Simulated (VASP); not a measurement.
# ZnS (P6_3mc) in VASP: notebook, part 2 of 2

VASP 6.6.1. The steps go on from the part before.

**4. Single point, PBE (20.16 Å³/atom)**

This run uses another cell than the first one, of 20.16 Å³/atom.

INCAR reads:

```
  PREC = Accurate
  ENCUT = 520
  EDIFF = 1E-6
  ISMEAR = 0
  SIGMA = 0.05
  LREAL = F
  LASPH = T
  NELM = 80
  ALGO = Normal
  ISIF = 2
  LWAVE = F
  LCHARG = F
  GGA = PE
  NBANDS = 46
```

KPOINTS reads:

```
Automatic mesh
0
Gamma
  9 9 4
```

POSCAR reads:

```
ZnS
1.0
    3.9251360338      0.0000000000      0.0000000000
   -1.9625680169      3.3992675186      0.0000000000
    0.0000000000      0.0000000000     12.0905965249
Zn S
4 4
Direct
    0.0000000000      0.0000000000      0.0000492057
    0.0000000000      0.0000000000      0.5000492057
    0.3333333333      0.6666666667      0.2500242903
    0.6666666667      0.3333333333      0.7500242903
    0.0000000000      0.0000000000      0.1872905901
    0.0000000000      0.0000000000      0.6872905901
    0.3333333333      0.6666666667      0.4376359138
    0.6666666667      0.3333333333      0.9376359138
```

Potentials or basis: VASP PAW PBE potentials, release 64 (Zn, S).

Launch:

```
$ cat potpaw_PBE.64/Zn/POTCAR potpaw_PBE.64/S/POTCAR > POTCAR
$ mpirun -np 1 vasp_std > vasp.out
```

OUTCAR:

```text
PREC = Accurate
   ENCUT = 520
   EDIFF = 1E-6
   ISMEAR = 0
   LREAL = F
   LASPH = T
   NELM = 80
   ISIF = 2
   GGA = PE

 ion  position               nearest neighbor table
   1  0.000  0.000  0.000-   5 2.26   8 2.39   8 2.39   8 2.39
   2  0.000  0.000  0.500-   6 2.26   7 2.39   7 2.39   7 2.39
   3  0.333  0.667  0.250-   7 2.27   5 2.39   5 2.39   5 2.39
   4  0.667  0.333  0.750-   8 2.27   6 2.39   6 2.39   6 2.39
   5  0.000  0.000  0.187-   1 2.26   3 2.39   3 2.39   3 2.39
   6  0.000  0.000  0.687-   2 2.26   4 2.39   4 2.39   4 2.39
   7  0.333  0.667  0.438-   3 2.27   2 2.39   2 2.39   2 2.39
   8  0.667  0.333  0.938-   4 2.27   1 2.39   1 2.39   1 2.39

  LATTYP: Found a hexagonal cell.
 ALAT       =     3.9251360338
 C/A-ratio  =     3.0803000000

  Lattice vectors:

 A1 = (   3.9251360338,   0.0000000000,   0.0000000000)
 A2 = (  -1.9625680169,   3.3992675186,   0.0000000000)
 A3 = (   0.0000000000,   0.0000000000,  12.0905965249)

Analysis of symmetry for initial positions (statically):
=====================================================================
 Subroutine PRICEL returns:
 Original cell was already a primitive cell.

 Routine SETGRP: Setting up the symmetry group for a
 hexagonal supercell.

 Subroutine GETGRP returns: Found 12 space group operations
 (whereof  6 operations were pure point group operations)
 out of a pool of 24 trial point group operations.

The static configuration has the point symmetry C_3v.
 The point group associated with its full space group is C_6v.

Analysis of symmetry for dynamics (positions and initial velocities):
=====================================================================
 Subroutine PRICEL returns:
 Original cell was already a primitive cell.

 Routine SETGRP: Setting up the symmetry group for a
 hexagonal supercell.

 Subroutine GETGRP returns: Found 12 space group operations
 (whereof  6 operations were pure point group operations)
 out of a pool of 24 trial point group operations.

The dynamic configuration has the point symmetry C_3v.
 The point group associated with its full space group is C_6v.

 Subroutine INISYM returns: Found 12 space group operations
 (whereof  6 operations are pure point group operations),
 and found     1 'primitive' translations

----------------------------------------------------------------------------------------

                                     Primitive cell

  volume of cell :     161.3198

  direct lattice vectors                    reciprocal lattice vectors
     3.925136034  0.000000000  0.000000000     0.254768240  0.147090512  0.000000000
    -1.962568017  3.399267519  0.000000000     0.000000000  0.294181024  0.000000000
     0.000000000  0.000000000 12.090596525     0.000000000  0.000000000  0.082708905

  length of vectors
     3.925136034  3.925136034 12.090596525     0.294181024  0.294181024  0.082708905

  position of ions in fractional coordinates (direct lattice)
     0.000000000  0.000000000  0.000049206
     0.000000000  0.000000000  0.500049206
     0.333333333  0.666666667  0.250024290
     0.666666667  0.333333333  0.750024290
     0.000000000  0.000000000  0.187290590
     0.000000000  0.000000000  0.687290590
     0.333333333  0.666666667  0.437635914
     0.666666667  0.333333333  0.937635914

  ion indices of the primitive-cell ions
   primitive index   ion index
[... 61 lines left out ...]
 [... further k-points ...]
   k-points           NKPTS =     36   k-points in BZ     NKDIM =     36   number of bands    NBANDS=     46
   number of dos      NEDOS =    301   number of ions     NIONS =      8
   total plane-waves  NPLWV =  81000
   dimension x,y,z NGX =    30 NGY =   30 NGZ =   90
   dimension x,y,z NGXF=    60 NGYF=   60 NGZF=  180
   ions per type =               4   4
   NGX,Y,Z   is equivalent  to a cutoff of  12.71, 12.71, 12.38 a.u.
   NGXF,Y,Z  is equivalent  to a cutoff of  25.41, 25.41, 24.75 a.u.
 SYSTEM =  unknown system
   PREC   = accura    normal or accurate (medium, high low for compatibility)
   ISTART =      0    job   : 0-new  1-cont  2-samecut
   ICHARG =      2    charge: 1-file 2-atom 10-const
   ISPIN  =      1    spin polarized calculation?
   LNONCOLLINEAR =      F non collinear calculations
   LSORBIT =      F    spin-orbit coupling
   LASPH  =      T    aspherical Exc in radial PAW
   ENCUT  =  520.0 eV  38.22 Ry    6.18 a.u.   7.30  7.30 22.48*2*pi/ulx,y,z
   NELM   =     80;   NELMIN=  2; NELMDL= -5     # of ELM steps
   EDIFF  = 0.1E-05   stopping-criterion for ELM
   LREAL  =      F    real-space projection
   EDIFFG = 0.1E-04   stopping-criterion for IOM
   NSW    =      0    number of steps for IOM
   IBRION =     -1    ionic relax: 0-MD 1-quasi-New 2-CG
   NFREE  =      0    steps in history (QN), initial steepest desc. (CG)
   ISIF   =      2    stress and relaxation
   ISYM   =      2    0-nonsym 1-usesym 2-fastsym
   POTIM  = 0.5000    time-step for ionic-motion
   TEBEG  =    0.0;   TEEND  =   0.0 temperature during run
   PSTRESS=    0.0 pullay stress
   NELECT =      72.0000    total number of electrons
   NUPDOWN=      -1.0000    fix difference up-down
   EMIN   =  10.00;   EMAX   =-10.00  energy-range for DOS
   EFERMI =   0.00;   METHOD = LEGACY
   ISMEAR =     0;   SIGMA  =   0.05  broadening in eV -4-tet -1-fermi 0-gaus
   EFERMI_NEDOS =   21; number of points for ismear=-14 and -15
   IALGO  =     38    algorithm
   IMIX   =      4    mixing-type and parameters
     AMIX     =   0.40;   BMIX     =  1.00
     AMIX_MAG =   1.60;   BMIX_MAG =  1.00
  volume/ion in A,a.u.               =      20.16       136.08
  Fermi-wavevector in a.u.,A,eV,Ry     =   1.251093  2.364224 21.296311  1.565235
  Thomas-Fermi vector in A             =   2.385057
   LORBIT       =      0    0 simple, 1 ext, 2 COOP (PROOUT), +10 PAW based schemes
   GGA     = PE    functional components
   LHFCALC =     F    Hartree Fock is set to
   AEXX    =    0.0000 exact exchange contribution
   IVDW    =     0    specifies the selected vdW correction
   LEPSILON=     F    determine dielectric tensor
   LRPA    =     F    only Hartree local field effects (RPA)
 non-spin polarized calculation
 Gauss-broadening in eV      SIGMA  =   0.05
  energy-cutoff  :      520.00
  volume of cell :      161.32
 maximum number of plane-waves:      4395
 NGX is ok and might be reduce to    30
   NGX = 15   NGY = 15   NGZ = 45

 number of electron      71.9999981 magnetization

 Free energy of the ion-electron system (eV)
  ---------------------------------------------------
  ext. energy  EPLUGINS =         0.00000000
  ---------------------------------------------------
  free energy    TOTEN  =       -27.23070792 eV

  energy without entropy =      -27.23070792  energy(sigma->0) =      -27.23070792

 E-fermi :   2.1852     XC(G=0):  -9.5204

 val. band max:        1.9732582754   @ k =   0.0000   0.0000   0.0000
 cond. band min:       3.9576713413   @ k =   0.0000   0.0000   0.0000
 fundamental gap:      1.9844130659
 Fermi energy:         2.1851648026

 k-point     1 :       0.0000    0.0000    0.0000
  band No.  band energies     occupation
      1     -11.0998      2.00000
      2     -10.6433      2.00000
      3     -10.6249      2.00000
      4     -10.0775      2.00000
      5      -4.3830      2.00000
      6      -4.3720      2.00000
[... 1165 lines left out ...]
     45       8.9312      0.00000
     46       9.7120      0.00000

 [... further k-points ...]

------------------------ aborting loop because EDIFF is reached ----------------------------------------

  FORCE on cell =-STRESS in cart. coord.  units (eV):
  Direction    XX          YY          ZZ          XY          YZ          ZX
  --------------------------------------------------------------------------------------
  -------------------------------------------------------------------------------------
  Total       -2.2199889     -2.2199889      6.3826900      0.0000000      0.0000000      0.0000000
  in kB      -22.0482235    -22.0482235     63.3908461      0.0000000      0.0000000      0.0000000
  external PRESSURE =       6.4314664 kB  Pullay stress =       0.0000000 kB

 VOLUME and BASIS-vectors are now :
 -----------------------------------------------------------------------------
  energy-cutoff  :      520.00
  volume of cell :      161.32
      direct lattice vectors                 reciprocal lattice vectors
     3.925136034  0.000000000  0.000000000     0.254768240  0.147090512  0.000000000
    -1.962568017  3.399267519  0.000000000     0.000000000  0.294181024  0.000000000
     0.000000000  0.000000000 12.090596525     0.000000000  0.000000000  0.082708905

 POSITION                                       TOTAL-FORCE (eV/Angst)
 -----------------------------------------------------------------------------------
      0.00000      0.00000      0.00059         0.000000      0.000000     -0.455593
      0.00000      0.00000      6.04589        -0.000000     -0.000000     -0.455593
     -0.00000      2.26618      3.02294        -0.000000     -0.000000     -0.444964
      1.96257      1.13309      9.06824         0.000000      0.000000     -0.444964
      0.00000      0.00000      2.26445        -0.000000      0.000000      0.441950
      0.00000      0.00000      8.30975         0.000000      0.000000      0.441950
     -0.00000      2.26618      5.29128         0.000000      0.000000      0.458608
      1.96257      1.13309     11.33658         0.000000      0.000000      0.458608
 -----------------------------------------------------------------------------------
    total drift:                               -0.000001     -0.000001     -0.001557

  FREE ENERGIE OF THE ION-ELECTRON SYSTEM (eV)
  ---------------------------------------------------
  free  energy   TOTEN  =       -27.2307079197 eV

  energy  without entropy=      -27.2307079197  energy(sigma->0) =      -27.23070792
```

It took 4.6 min on 1 thread of Intel Xeon Platinum 8488C (Sapphire Rapids), shared host; peak memory 0.39 GiB.

What came out:

```yaml
Free_energy: -27.2307 eV
Pressure: 0.6 GPa
Largest_force: 0.459 eV/Å
Band_gap_on_the_k_mesh: 1.98 eV
```

Forces on the atoms (eV/Å):
```
Zn   0.000  0.000 -0.456
Zn   0.000  0.000 -0.456
Zn   0.000  0.000 -0.445
Zn   0.000  0.000 -0.445
S    0.000  0.000  0.442
S    0.000  0.000  0.442
S    0.000  0.000  0.459
S    0.000  0.000  0.459
```

Levels at points of the mesh, in eV from the valence-band top:
| k point | band 32 | band 33 | band 34 | band 35 | band 36 | band 37 | band 38 | band 39 | band 40 | band 41 |
| --- | --- | --- | --- | --- | --- | --- | --- | --- | --- | --- |
| (0.00, 0.00, 0.00) | -0.65 | -0.65 | -0.12 | -0.12 | 0.00 | 1.98 | 2.72 | 3.03 | 3.35 | 6.03 |
| (0.00, 0.00, 0.50) | -1.00 | -0.29 | -0.29 | -0.29 | -0.29 | 2.76 | 2.76 | 2.91 | 2.91 | 6.22 |

Caveat: the stress differs along the axes, from -2 to 6 GPa.

**5. Single point, PBE (20.16 Å³/atom)**

This run uses another cell than the first one, of 20.16 Å³/atom.

INCAR reads:

```
SYSTEM = ZnS
PREC = Accurate
ENCUT = 520
EDIFF = 1E-7
ISMEAR = 0
SIGMA = 0.05
LREAL = .False.
LASPH = .True.
NELM = 60
ALGO = Normal
ISIF = 2
LWAVE = .False.
LCHARG = .True.
GGA = PE
LELF = .True.
LVHAR = .True.
NBANDS = 46
```

KPOINTS reads:

```
Automatic mesh
0
Gamma
  9 9 4
  0 0 0
```

POSCAR: that of step 4 with these lines changed.

```diff
@@ -2,5 +2,5 @@
 1.0
-    3.9251360338      0.0000000000      0.0000000000
-   -1.9625680169      3.3992675186      0.0000000000
-    0.0000000000      0.0000000000     12.0905965249
+    4.0871104201      0.0000000000      0.0000000000
+   -2.0435552100      3.5395414519      0.0000000000
+    0.0000000000      0.0000000000     11.1512720701
 Zn S
```

Launch:

```
$ cat potpaw_PBE.64/Zn/POTCAR potpaw_PBE.64/S/POTCAR > POTCAR
$ mpirun -np 1 vasp_std > vasp.out
```

It took 3.7 min on 1 thread of Intel Xeon Platinum 8488C (Sapphire Rapids), shared host; peak memory 0.38 GiB.

Results (log left out):

```yaml
Free_energy: -25.6891 eV
Pressure: 4.7 GPa
Largest_force: 2.244 eV/Å
Band_gap_on_the_k_mesh: 1.83 eV
```

Forces in eV/Å, atoms in the order of the input:
```
Zn   0.000  0.000 -2.244
Zn   0.000  0.000 -2.244
Zn   0.000  0.000 -2.187
Zn   0.000  0.000 -2.187
S    0.000  0.000  2.187
S    0.000  0.000  2.187
S    0.000  0.000  2.244
S    0.000  0.000  2.244
```

Stress tensor (GPa, compression positive):
```
-5.44  0.00  0.00
 0.00 -5.44  0.00
 0.00  0.00 25.05
```

Levels at points of the mesh, in eV from the valence-band top:
```csv
k point,band 32,band 33,band 34,band 35,band 36,band 37,band 38,band 39,band 40,band 41
"(0.00, 0.00, 0.00)",-0.90,-0.90,-0.16,-0.16,0.00,1.83,2.06,2.67,3.23,5.55
"(0.00, 0.00, 0.50)",-0.98,-0.40,-0.40,-0.40,-0.40,2.30,2.30,2.70,2.70,5.80
```

Caveat: the stress differs along the axes, from -5 to 25 GPa; forces of over 1 eV/Å act on the atoms, so gaps and moduli don't describe the material at rest. As with any semilocal functional, this PBE gap is likely too small.

**6. The runs side by side**

| cell | gap on the mesh (eV) | pressure (GPa) | largest force (eV/Å) |
| --- | --- | --- | --- |
| a = 3.593, b = 3.593, c = 13.276 Å, angles 90.0, 90.0, 120.0°, 8 atoms | 1.86 | 9.1 | 0.79 |
| a = 3.770, b = 3.770, c = 13.109 Å, angles 90.0, 90.0, 120.0°, 8 atoms | 1.90 | 0.6 | 0.27 |
| a = 3.925, b = 3.925, c = 12.091 Å, angles 90.0, 90.0, 120.0°, 8 atoms | 1.98 | 0.6 | 0.46 |
| a = 4.087, b = 4.087, c = 11.151 Å, angles 90.0, 90.0, 120.0°, 8 atoms | 1.83 | 4.7 | 2.24 |

Alike in all rows: task single point; level PBE; potentials or basis VASP PAW PBE potentials, release 64 (Zn, S); no spin polarisation; k mesh 9 × 9 × 4; cutoff (eV) 520; smearing gaussian 0.05 eV.

Caveats: the stress differs along the axes, from -3 to 15 GPa (at least some runs); the stress differs along the axes, from -4 to 3 GPa (at least some runs); the stress differs along the axes, from -2 to 6 GPa (at least some runs); the stress differs along the axes, from -5 to 25 GPa (at least some runs); forces of over 1 eV/Å act on the atoms, so gaps and moduli don't describe the material at rest (at least some runs).

Total energies depend on the potentials used, so only differences within one code and one set of settings carry meaning.

**7. Against experiment**

Step 3. A measured gap of ZnS is 3.911 eV (direct; 4 K; a printed reference work, monograph); the calculated 1.90 eV misses it by -2.01 eV. So large a miss can be the level of theory's own, or it may mean another phase, state or a wrong row. The value is that of PBE on a finite k mesh, which can miss the band edges, without temperature or zero-point motion. Semilocal functionals fall short of measured gaps as a rule.

Step 4. Measured gap of ZnS: 3.911 eV (direct; 4 K; a printed reference work, monograph). This calculation gives 1.98 eV (-1.93 eV). The value is that of PBE on a finite k mesh, which can miss the band edges, without temperature or zero-point motion. Semilocal functionals fall short of measured gaps as a rule.
